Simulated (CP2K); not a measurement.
HfO2 in CP2K: the effect of pseudo set

The system is HfO2.

```
Hf O
1.0
     3.55802    0.00000    0.00000
     0.00000    3.55802    0.00000
     0.00000    0.00000    5.17186
Hf O
2 4
Direct
  0.00000 0.00000 0.00000
  0.50000 0.50000 0.50000
  0.00000 0.50000 0.19721
  0.50000 0.00000 0.30279
  0.50000 0.00000 0.80279
  0.00000 0.50000 0.69721
```

Measurements of this composition are mostly on another form, of space group No. 14.

Alike in all runs:

```yaml
Program: CP2K 2026.2
Task: band structure
Functional: PBE
Density_cutoff: 8163 eV
k_mesh: 8 × 8 × 5
Occupations: fermi-dirac, width 0.05 eV
Spin: no spin polarisation
```

| pseudo set | gap on the mesh (eV) | pressure (GPa) | largest force (eV/Å) |
| --- | --- | --- | --- |
| PBE | 4.78 | 2.3 | 0.06 |
| PADE | 4.67 | -4.6 | 0.03 |
| BLYP | 4.78 | 2.1 | 0.05 |
| SCAN | 4.48 | -2.3 | 0.15 |
| PBE0 | ? | ? | ? |

Question: What does the run with pseudo set PBE0 give?

Answer: gap on the mesh 4.79 eV; pressure 2.7 GPa; largest force 0.07 eV/Å.

Caveats: spin-orbit coupling is left out, which moves the levels of the heavy elements; the basis of atomic orbitals isn't converged, which shifts pressures, moduli and gaps; the potentials were made for another functional, which shifts forces and pressure (some runs).

